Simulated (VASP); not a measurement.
# SnSe (Fm-3m) in VASP: Born charges and dielectric tensor with LDA

Aim: the Born charges and dielectric tensor of SnSe with LDA.

Everything below comes from runs of VASP 6.6.1. Logs are shortened: lines on timing, memory, paths and dates and some standing lists are left out, and cuts for length are marked.

## 1. The crystal as given

Symmetry: Fm-3m, No. 225, cubic system. The conventional cell has a = 5.952 Å, b = 5.952 Å, c = 5.952 Å, α = 90.00°, β = 90.00°, γ = 90.00°. Sn (site symmetry m-3m) has 6 Se at 2.98 Å as nearest neighbours. Se (site symmetry m-3m) is surrounded by 6 Sn at 2.98 Å.

Measurements of this composition are mostly on another form, of space group No. 62.

## 2. Born charges and dielectric tensor, LDA

INCAR reads:

```
ALGO = Normal
EDIFF = 1E-8
ENCUT = 600
GGA = CA
IBRION = 8
ISIF = 2
ISMEAR = 0
LASPH = True
LCHARG = False
LEPSILON = True
LREAL = False
LWAVE = False
NELM = 80
NSW = 1
PREC = Accurate
SIGMA = 0.02
```

KPOINTS reads:

```
k-points
0
Gamma
  10 10 10
```

POSCAR reads:

```
SnSe
1.0
    0.0000000000      2.9758100000      2.9758100000
    2.9758100000      0.0000000000      2.9758100000
    2.9758100000      2.9758100000      0.0000000000
Sn Se
1 1
Direct
    0.0000000000      0.0000000000      0.0000000000
    0.5000000000      0.5000000000      0.5000000000
```

Potentials or basis: VASP PAW LDA potentials, release 64 (Sn_d, Se).

Command:

```
> cat potpaw_LDA.64/Sn_d/POTCAR potpaw_LDA.64/Se/POTCAR > POTCAR
> mpirun -np 1 vasp_std > vasp.out
```

OUTCAR:

```text
EDIFF = 1E-8
   ENCUT = 600
   GGA = CA
   IBRION = 8
   ISIF = 2
   ISMEAR = 0
   LASPH = True
   LEPSILON = True
   LREAL = False
   NELM = 80
   NSW = 1
   PREC = Accurate

 ion  position               nearest neighbor table
   1  0.000  0.000  0.000-   2 2.98   2 2.98   2 2.98   2 2.98   2 2.98   2 2.98
   2  0.500  0.500  0.500-   1 2.98   1 2.98   1 2.98   1 2.98   1 2.98   1 2.98

  LATTYP: Found a face centered cubic cell.
 ALAT       =     5.9516200000

  Lattice vectors:

 A1 = (   0.0000000000,   2.9758100000,   2.9758100000)
 A2 = (   2.9758100000,   0.0000000000,   2.9758100000)
 A3 = (   2.9758100000,   2.9758100000,   0.0000000000)

Analysis of symmetry for initial positions (statically):
=====================================================================
 Subroutine PRICEL returns:
 Original cell was already a primitive cell.

 Routine SETGRP: Setting up the symmetry group for a
 face centered cubic supercell.

 Subroutine GETGRP returns: Found 48 space group operations
 (whereof 48 operations were pure point group operations)
 out of a pool of 48 trial point group operations.

The static configuration has the point symmetry O_h .

Analysis of symmetry for dynamics (positions and initial velocities):
=====================================================================
 Subroutine PRICEL returns:
 Original cell was already a primitive cell.

 Routine SETGRP: Setting up the symmetry group for a
 face centered cubic supercell.

 Subroutine GETGRP returns: Found 48 space group operations
 (whereof 48 operations were pure point group operations)
 out of a pool of 48 trial point group operations.

The dynamic configuration has the point symmetry O_h .

 Subroutine INISYM returns: Found 48 space group operations
 (whereof 48 operations are pure point group operations),
 and found     1 'primitive' translations

----------------------------------------------------------------------------------------

                                     Primitive cell

  volume of cell :      52.7042

  direct lattice vectors                    reciprocal lattice vectors
     0.000000000  2.975810000  2.975810000    -0.168021480  0.168021480  0.168021480
     2.975810000  0.000000000  2.975810000     0.168021480 -0.168021480  0.168021480
     2.975810000  2.975810000  0.000000000     0.168021480  0.168021480 -0.168021480

  length of vectors
     4.208430861  4.208430861  4.208430861     0.291021740  0.291021740  0.291021740

  position of ions in fractional coordinates (direct lattice)
     0.000000000  0.000000000  0.000000000
     0.500000000  0.500000000  0.500000000

  ion indices of the primitive-cell ions
   primitive index   ion index
                 1           1
                 2           2

----------------------------------------------------------------------------------------

 KPOINTS: k-points

Automatic generation of k-mesh.
 Grid dimensions read from file:
 generate k-points for:   10   10   10

 Generating k-lattice:

  Cartesian coordinates                     Fractional coordinates (reciprocal lattice)
[... 559 lines left out ...]
  ---------------------------------------------------
  free energy    TOTEN  =        -5.76192367 eV

  energy without entropy =       -5.76192367

------------------------ aborting loop because EDIFF is reached ----------------------------------------

--------------------------------------- Ionic step        2  -------------------------------------------

------------------------ aborting loop because EDIFF is reached ----------------------------------------

--------------------------------------- Ionic step        3  -------------------------------------------

------------------------ aborting loop because EDIFF is reached ----------------------------------------

 PIEZOELECTRIC TENSOR FIELD DIRECTION 3  (e Angst)
 -----------------------------------------------------------------------------
     0.02879  0.00000  0.00000           (  0.00000  0.00000  0.00000)
     0.00000  0.02879  0.00000           (  0.00000  0.00000  0.00000)
     0.00000  0.00000 -0.02340           (  0.00000  0.00000  0.00000)

 PIEZOELECTRIC TENSOR FIELD DIRECTION 3  (C/m^2)
 -----------------------------------------------------------------------------
     0.00875  0.00000  0.00000
     0.00000  0.00875  0.00000
     0.00000  0.00000 -0.00711

--------------------------------------- Ionic step        4  -------------------------------------------

------------------------ aborting loop because EDIFF is reached ----------------------------------------

[... ionic steps 5 to 6 ...]

--------------------------------------- Ionic step        7  -------------------------------------------

 Free energy of the ion-electron system (eV)
  ---------------------------------------------------
  ---------------------------------------------------
  free energy    TOTEN  =        -0.08392856 eV

  energy without entropy =       -0.08392856

------------------------ aborting loop because EDIFF is reached ----------------------------------------

 INTERNAL STRAIN TENSOR  FOR ION    2  DIRECTION 1   (eV/Angst):
 -----------------------------------------------------------------------------
    -0.00182  0.00000  0.00000
     0.00000  0.00290  0.00000
    -0.00000  0.00000  0.00290

 MACROSCOPIC STATIC DIELECTRIC TENSOR (including local field effects in DFT)
 ------------------------------------------------------
          39.161907     0.000000    -0.000000
          -0.000000    39.161907    -0.000000
           0.000000     0.000000    39.161907
 ------------------------------------------------------

 PIEZOELECTRIC TENSOR (including local field effects)  for field in x, y, z        (e  Angst)
          XX          YY          ZZ          XY          YZ          ZX
  --------------------------------------------------------------------------------
  x     0.00000     0.00000     0.00000     0.00000     0.00000     0.00000
  y     0.00000     0.00000     0.00000     0.00000     0.00000     0.00000
  z     0.00000     0.00000     0.00000     0.00000     0.00000     0.00000

 PIEZOELECTRIC TENSOR (including local field effects)  for field in x, y, z        (C/m^2)
          XX          YY          ZZ          XY          YZ          ZX
  --------------------------------------------------------------------------------
  x     0.00000     0.00000     0.00000     0.00000     0.00000     0.00000
  y     0.00000     0.00000     0.00000     0.00000     0.00000     0.00000
  z     0.00000     0.00000     0.00000     0.00000     0.00000     0.00000

 BORN EFFECTIVE CHARGES (including local field effects) (in |e|, cummulative output)
 ---------------------------------------------------------------------------------
 ion    1
    1     5.87872     0.00000     0.00000
    2     0.00000     5.87872     0.00000
    3     0.00000     0.00000     5.87872
 ion    2
    1    -5.87872     0.00000     0.00000
    2     0.00000    -5.87872     0.00000
    3     0.00000     0.00000    -5.87872

 INTERNAL STRAIN TENSOR FOR ION    2 for displacements in x,y,z  (eV/Angst):
          X           Y           Z          XY          YZ          ZX
  --------------------------------------------------------------------------------
  x     0.00000     0.00000     0.00000     0.00000     0.00000     0.00000
  y     0.00000     0.00000     0.00000     0.00000     0.00000     0.00000
  z     0.00000     0.00000     0.00000     0.00000     0.00000     0.00000

 SECOND DERIVATIVES (NOT SYMMETRIZED)
 ------------------------------------
               1X          1Y          1Z          2X          2Y          2Z
  1X    -0.077926    0.000000    0.000000    0.077926    0.000000    0.000000
  1Y     0.000000   -0.077926    0.000000    0.000000    0.077926    0.000000
  1Z     0.000000    0.000000   -0.077926    0.000000    0.000000    0.077926
  2X     0.079607    0.000000    0.000000   -0.079607    0.000000    0.000000
  2Y     0.000000    0.079607    0.000000    0.000000   -0.079607    0.000000
  2Z     0.000000    0.000000    0.079607    0.000000    0.000000   -0.079607

 Eigenvectors and eigenvalues of the dynamical matrix
 ----------------------------------------------------

   1 f  =    0.637845 THz     4.007701 2PiTHz   21.276232 cm-1     2.637915 meV
             X         Y         Z           dx          dy          dz
      0.000000  0.000000  0.000000     0.000000    0.627974    0.000000
      2.975810  2.975810  2.975810     0.000000   -0.778234    0.000000
[... 21 lines left out ...]
   6 f/i=    0.003326 THz     0.020896 2PiTHz    0.110931 cm-1     0.013754 meV
             X         Y         Z           dx          dy          dz
      0.000000  0.000000  0.000000     0.000000    0.000000    0.778234
      2.975810  2.975810  2.975810     0.000000    0.000000    0.627974

--------------------------------------------------------------------------------------------------------

 MACROSCOPIC STATIC DIELECTRIC TENSOR IONIC CONTRIBUTION
 ------------------------------------------------------
        1506.333756     0.000000     0.000000
           0.000000  1506.333756     0.000000
           0.000000     0.000000  1506.333756
 ------------------------------------------------------

 ELASTIC MODULI CONTR FROM IONIC RELAXATION (kBar)
 Direction    XX          YY          ZZ          XY          YZ          ZX
 --------------------------------------------------------------------------------
 XX           0.0000      0.0000      0.0000      0.0000      0.0000      0.0000
 YY           0.0000      0.0000      0.0000      0.0000      0.0000      0.0000
 ZZ           0.0000      0.0000      0.0000      0.0000      0.0000      0.0000
 XY           0.0000      0.0000      0.0000      0.0000      0.0000      0.0000
 YZ           0.0000      0.0000      0.0000      0.0000      0.0000      0.0000
 ZX           0.0000      0.0000      0.0000      0.0000      0.0000      0.0000
 --------------------------------------------------------------------------------

 PIEZOELECTRIC TENSOR IONIC CONTR  for field in x, y, z        (C/m^2)
          XX          YY          ZZ          XY          YZ          ZX
  --------------------------------------------------------------------------------
  x     0.00000     0.00000     0.00000     0.00000     0.00000     0.00000
  y     0.00000     0.00000     0.00000     0.00000     0.00000     0.00000
  z     0.00000     0.00000     0.00000     0.00000     0.00000     0.00000
```

Run time: 17 min. Hardware: 1 thread of Intel Xeon Platinum 8259CL at 2.50GHz (Skylake/Cascade Lake), shared host; peak memory 0.42 GiB.

Results:

- Band gap on the k mesh: 0.49 eV, indirect (least direct gap 0.59 eV)
- Electronic dielectric tensor (diagonal): 39.16
- Born charges (mean of the diagonal): Sn +5.88; Se -5.88 e
- Highest phonon frequency at Γ, LO-TO splitting left out: 21 cm⁻¹

Phonon frequencies in cm⁻¹ (negative: imaginary):
| q point | frequencies |
| --- | --- |
| (0.000, 0.000, 0.000) | 0 0 0 21 21 21 |

Electronic dielectric tensor:
```
39.16  0.00  0.00
 0.00 39.16  0.00
 0.00  0.00 39.16
```

Born effective charge tensors (e):
atom 1, Sn
```
5.88 0.00 0.00
0.00 5.88 0.00
0.00 0.00 5.88
```
atom 2, Se
```
-5.88  0.00  0.00
 0.00 -5.88  0.00
 0.00  0.00 -5.88
```

Caveat: the gap is small at this level, which inflates the dielectric constant; spin-orbit coupling is left out, which moves the levels of the heavy elements. A k mesh can miss the band edges.
